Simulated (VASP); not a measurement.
# Ba2S (I4/mmm) in VASP: a series of runs

Runs on Ba2S. Level: PBE. Tasks: single point, relaxation of cell and atoms.

All numbers are computed with VASP 6.6.1; they aren't measurements. Logs are shortened: lines on timing, memory, paths and dates and some standing lists are left out, and cuts for length are marked.

## 1. The cell of the first run

The structure is tetragonal, space group I4/mmm (No. 139). Conventional cell: a = 5.378 Å, b = 5.378 Å, c = 7.512 Å, α = 90.00°, β = 90.00°, γ = 90.00°. Around Ba (site symmetry -4m2) lie 4 S at 3.28 Å and 2 Ba at 3.76 Å. Around S (site symmetry 4/mmm) lie 8 Ba at 3.28 Å.

The cell was built by a generator and needn't be a form met in nature.

## 2. Single point, PBE (random cell by space group and Wyckoff sites (I4/mmm, No. 139))

INCAR reads:

```
SYSTEM = Ba2S
PREC = Accurate
ENCUT = 520
EDIFF = 1E-7
ISMEAR = 0
SIGMA = 0.1
LREAL = .FALSE.
LASPH = .TRUE.
NELM = 100
ALGO = Fast
ISIF = 2
LWAVE = .FALSE.
LCHARG = .FALSE.
GGA = PE
NBANDS = 20
```

KPOINTS reads:

```
Automatic mesh
0
G
  4 4 4
  0 0 0
```

POSCAR reads:

```
Ba2S
1.0
   -2.6891664715      2.6891664715      3.7559732705
    2.6891664715     -2.6891664715      3.7559732705
    2.6891664715      2.6891664715     -3.7559732705
Ba S
2 1
Direct
    0.7500000000      0.2500000000      0.5000000000
    0.2500000000      0.7500000000      0.5000000000
    0.0000000000      0.0000000000      0.0000000000
```

Potentials or basis: VASP PAW PBE potentials, release 64 (Ba_sv, S).

Started as:

```
cat potpaw_PBE.64/Ba_sv/POTCAR potpaw_PBE.64/S/POTCAR > POTCAR
mpirun -np 1 vasp_std > vasp.out
```

OUTCAR:

```text
SYSTEM = Ba2S
   PREC = Accurate
   ENCUT = 520
   EDIFF = 1E-7
   ISMEAR = 0
   LREAL = .FALSE.
   LASPH = .TRUE.
   NELM = 100
   ISIF = 2
   GGA = PE

 ion  position               nearest neighbor table
   1  0.750  0.250  0.500-   3 3.28   3 3.28   3 3.28   3 3.28   2 3.76   2 3.76   2 3.80   2 3.80
                             2 3.80   2 3.80
   2  0.250  0.750  0.500-   3 3.28   3 3.28   3 3.28   3 3.28   1 3.76   1 3.76   1 3.80   1 3.80
                             1 3.80   1 3.80
   3  0.000  0.000  0.000-   1 3.28   2 3.28   1 3.28   2 3.28   1 3.28   2 3.28   1 3.28   2 3.28

  LATTYP: Found a body centered tetragonal cell.
 ALAT       =     5.3783329430
 C/A-ratio  =     1.3967053770

  Lattice vectors:

 A1 = (  -2.6891664715,   2.6891664715,   3.7559732705)
 A2 = (   2.6891664715,  -2.6891664715,   3.7559732705)
 A3 = (   2.6891664715,   2.6891664715,  -3.7559732705)

Analysis of symmetry for initial positions (statically):
=====================================================================
 Subroutine PRICEL returns:
 Original cell was already a primitive cell.

 Routine SETGRP: Setting up the symmetry group for a
 body centered tetragonal supercell.

 Subroutine GETGRP returns: Found 16 space group operations
 (whereof 16 operations were pure point group operations)
 out of a pool of 16 trial point group operations.

The static configuration has the point symmetry D_4h.

Analysis of symmetry for dynamics (positions and initial velocities):
=====================================================================
 Subroutine PRICEL returns:
 Original cell was already a primitive cell.

 Routine SETGRP: Setting up the symmetry group for a
 body centered tetragonal supercell.

 Subroutine GETGRP returns: Found 16 space group operations
 (whereof 16 operations were pure point group operations)
 out of a pool of 16 trial point group operations.

The dynamic configuration has the point symmetry D_4h.

 Subroutine INISYM returns: Found 16 space group operations
 (whereof 16 operations are pure point group operations),
 and found     1 'primitive' translations

----------------------------------------------------------------------------------------

                                     Primitive cell

  volume of cell :     108.6470

  direct lattice vectors                    reciprocal lattice vectors
    -2.689166472  2.689166472  3.755973271     0.000000000  0.185931219  0.133121288
     2.689166472 -2.689166472  3.755973271     0.185931219  0.000000000  0.133121288
     2.689166472  2.689166472 -3.755973271     0.185931219  0.185931219  0.000000000

  length of vectors
     5.345144323  5.345144323  5.345144323     0.228673775  0.228673775  0.262946452

  position of ions in fractional coordinates (direct lattice)
     0.750000000  0.250000000  0.500000000
     0.250000000  0.750000000  0.500000000
     0.000000000  0.000000000  0.000000000

  ion indices of the primitive-cell ions
   primitive index   ion index
                 1           1
                 2           2
                 3           3

----------------------------------------------------------------------------------------

 KPOINTS: Automatic mesh

Automatic generation of k-mesh.
 Grid dimensions read from file:
 generate k-points for:    4    4    4

 Generating k-lattice:

  Cartesian coordinates                     Fractional coordinates (reciprocal lattice)
     0.000000000  0.046482805  0.033280322     0.250000000  0.000000000  0.000000000
     0.046482805  0.000000000  0.033280322     0.000000000  0.250000000  0.000000000
     0.046482805  0.046482805  0.000000000     0.000000000  0.000000000  0.250000000

  Length of vectors
     0.057168444  0.057168444  0.065736613

  Shift w.r.t. Gamma in fractional coordinates (k-lattice)
     0.000000000  0.000000000  0.000000000

 Subroutine IBZKPT returns following result:
 ===========================================

 Found     13 irreducible k-points:

 Following reciprocal coordinates:
            Coordinates               Weight
  0.000000  0.000000  0.000000      1.000000
  0.250000  0.000000  0.000000      8.000000
  0.500000  0.000000  0.000000      4.000000
  0.250000  0.250000  0.000000      8.000000
  0.500000  0.250000  0.000000     16.000000
 -0.250000  0.250000  0.000000      4.000000
  0.500000  0.500000  0.000000      2.000000
  0.250000  0.250000  0.250000      2.000000
 -0.250000  0.250000  0.250000      4.000000
  0.500000  0.500000  0.250000      4.000000
 -0.250000  0.500000  0.250000      8.000000
 -0.250000 -0.250000  0.250000      2.000000
  0.500000  0.500000  0.500000      1.000000
   k-points           NKPTS =     13   k-points in BZ     NKDIM =     13   number of bands    NBANDS=     20
   number of dos      NEDOS =    301   number of ions     NIONS =      3
   total plane-waves  NPLWV =  64000
   dimension x,y,z NGX =    40 NGY =   40 NGZ =   40
   dimension x,y,z NGXF=    80 NGYF=   80 NGZF=   80
   ions per type =               2   1
   NGX,Y,Z   is equivalent  to a cutoff of  12.44, 12.44, 12.44 a.u.
   NGXF,Y,Z  is equivalent  to a cutoff of  24.88, 24.88, 24.88 a.u.
 SYSTEM =  Ba2S
   PREC   = accura    normal or accurate (medium, high low for compatibility)
   ISTART =      0    job   : 0-new  1-cont  2-samecut
   ICHARG =      2    charge: 1-file 2-atom 10-const
   ISPIN  =      1    spin polarized calculation?
   LNONCOLLINEAR =      F non collinear calculations
   LSORBIT =      F    spin-orbit coupling
   LASPH  =      T    aspherical Exc in radial PAW
   ENCUT  =  520.0 eV  38.22 Ry    6.18 a.u.   9.94  9.94  9.94*2*pi/ulx,y,z
   NELM   =    100;   NELMIN=  2; NELMDL= -5     # of ELM steps
   EDIFF  = 0.1E-06   stopping-criterion for ELM
   LREAL  =      F    real-space projection
   EDIFFG = 0.1E-05   stopping-criterion for IOM
   NSW    =      0    number of steps for IOM
   IBRION =     -1    ionic relax: 0-MD 1-quasi-New 2-CG
   NFREE  =      0    steps in history (QN), initial steepest desc. (CG)
   ISIF   =      2    stress and relaxation
   ISYM   =      2    0-nonsym 1-usesym 2-fastsym
   POTIM  = 0.5000    time-step for ionic-motion
   TEBEG  =    0.0;   TEEND  =   0.0 temperature during run
   PSTRESS=    0.0 pullay stress
   NELECT =      26.0000    total number of electrons
   NUPDOWN=      -1.0000    fix difference up-down
   EMIN   =  10.00;   EMAX   =-10.00  energy-range for DOS
   EFERMI =   0.00;   METHOD = LEGACY
   ISMEAR =     0;   SIGMA  =   0.10  broadening in eV -4-tet -1-fermi 0-gaus
   EFERMI_NEDOS =   21; number of points for ismear=-14 and -15
   IALGO  =     68    algorithm
   IMIX   =      4    mixing-type and parameters
     AMIX     =   0.40;   BMIX     =  1.00
     AMIX_MAG =   1.60;   BMIX_MAG =  1.00
  volume/ion in A,a.u.               =      36.22       244.40
  Fermi-wavevector in a.u.,A,eV,Ry     =   1.016389  1.920697 14.055455  1.033047
  Thomas-Fermi vector in A             =   2.149730
   LORBIT       =      0    0 simple, 1 ext, 2 COOP (PROOUT), +10 PAW based schemes
   GGA     = PE    functional components
   LHFCALC =     F    Hartree Fock is set to
   AEXX    =    0.0000 exact exchange contribution
   IVDW    =     0    specifies the selected vdW correction
   LEPSILON=     F    determine dielectric tensor
   LRPA    =     F    only Hartree local field effects (RPA)
 non-spin polarized calculation
 RMM-DIIS sequential band-by-band and
 Gauss-broadening in eV      SIGMA  =   0.10
  energy-cutoff  :      520.00
  volume of cell :      108.65
 maximum number of plane-waves:      2946
   NGX = 19   NGY = 19   NGZ = 19

 number of electron      26.0000000 magnetization

 Free energy of the ion-electron system (eV)
  ---------------------------------------------------
  ext. energy  EPLUGINS =         0.00000000
  ---------------------------------------------------
  free energy    TOTEN  =       -11.16411802 eV

  energy without entropy =      -11.14804493  energy(sigma->0) =      -11.15608148

 E-fermi :   3.8323     XC(G=0):  -8.7226

 val. band max:        3.7882638083   @ k =   0.2500   0.0000   0.0000
 cond. band min:       3.8407295700   @ k =  -0.2500  -0.2500   0.2500
 fundamental gap:      0.0524657617
 Fermi energy:         3.8322762355

 k-point     1 :       0.0000    0.0000    0.0000
  band No.  band energies     occupation
      1     -25.2544      2.00000
      2     -24.9650      2.00000
      3     -10.7487      2.00000
      4     -10.6831      2.00000
      5     -10.6831      2.00000
      6     -10.0174      2.00000
[... 12 lines left out ...]
     19       8.6261      0.00000
     20       8.7235      0.00000

 k-point     2 :       0.2500    0.0000    0.0000
  band No.  band energies     occupation
      1     -25.2108      2.00000
      2     -25.0063      2.00000
      3     -10.7386      2.00000
      4     -10.6354      2.00000
      5     -10.6063      2.00000
      6     -10.4114      2.00000
[... 12 lines left out ...]
     19       8.2561      0.00000
     20       8.2959      0.00000

 k-point     3 :       0.5000    0.0000    0.0000
  band No.  band energies     occupation
      1     -25.1076      2.00000
      2     -25.1070      2.00000
      3     -10.9283      2.00000
      4     -10.4513      2.00000
      5     -10.4166      2.00000
      6     -10.4113      2.00000
[... 12 lines left out ...]
     19       6.2913      0.00000
     20       6.3010      0.00000

 k-point     4 :       0.2500    0.2500    0.0000
  band No.  band energies     occupation
      1     -25.1529      2.00000
      2     -25.0609      2.00000
      3     -11.1086      2.00000
      4     -10.6799      2.00000
      5     -10.4743      2.00000
      6     -10.3779      2.00000
[... 176 lines left out ...]
 k-point    12 :      -0.2500   -0.2500    0.2500
  band No.  band energies     occupation
      1     -25.1996      2.00000
      2     -25.0157      2.00000
      3     -10.8733      2.00000
      4     -10.7848      2.00000
      5     -10.7848      2.00000
      6     -10.2825      2.00000
[... 12 lines left out ...]
     19       6.3199      0.00000
     20       8.6406      0.00000

 k-point    13 :       0.5000    0.5000    0.5000
  band No.  band energies     occupation
      1     -25.1436      2.00000
      2     -25.0654      2.00000
      3     -11.4609      2.00000
      4     -10.8813      2.00000
      5     -10.8813      2.00000
      6      -9.8863      2.00000
[... 12 lines left out ...]
     19       6.7268      0.00000
     20       6.7269      0.00000

------------------------ aborting loop because EDIFF is reached ----------------------------------------

  FORCE on cell =-STRESS in cart. coord.  units (eV):
  Direction    XX          YY          ZZ          XY          YZ          ZX
  --------------------------------------------------------------------------------------
  -------------------------------------------------------------------------------------
  Total        0.2821999      0.2821999      0.5098293      0.0000000      0.0000000      0.0000000
  in kB        4.1614972      4.1614972      7.5182628      0.0000000      0.0000000      0.0000000
  external PRESSURE =       5.2804190 kB  Pullay stress =       0.0000000 kB

 VOLUME and BASIS-vectors are now :
 -----------------------------------------------------------------------------
  energy-cutoff  :      520.00
  volume of cell :      108.65
      direct lattice vectors                 reciprocal lattice vectors
    -2.689166472  2.689166472  3.755973271     0.000000000  0.185931219  0.133121288
     2.689166472 -2.689166472  3.755973271     0.185931219  0.000000000  0.133121288
     2.689166472  2.689166472 -3.755973271     0.185931219  0.185931219  0.000000000

 POSITION                                       TOTAL-FORCE (eV/Angst)
 -----------------------------------------------------------------------------------
      0.00000      2.68917      1.87799        -0.000000      0.000000      0.000000
      2.68917      0.00000      1.87799         0.000000     -0.000000     -0.000000
      0.00000      0.00000      0.00000         0.000000      0.000000     -0.000000
 -----------------------------------------------------------------------------------
    total drift:                                0.000000      0.000000     -0.000000

  FREE ENERGIE OF THE ION-ELECTRON SYSTEM (eV)
  ---------------------------------------------------
  free  energy   TOTEN  =       -11.1641180192 eV

  energy  without entropy=      -11.1480449318  energy(sigma->0) =      -11.15608148
```

Wall time 44 s (1 thread of Intel Xeon Platinum 8488C (Sapphire Rapids), shared host); peak memory 0.24 GiB.

What came out:

- Free energy: -11.1641 eV
- Pressure: 0.5 GPa
- Band gap on the k mesh: none (metal or under the smearing width)

Stress tensor (GPa, compression positive):
```
0.42 0.00 0.00
0.00 0.42 0.00
0.00 0.00 0.75
```

Caveat: the k mesh is coarse (spacing up to 0.41 Å⁻¹), so the values aren't converged.

(Continued in part 2 of 2.)
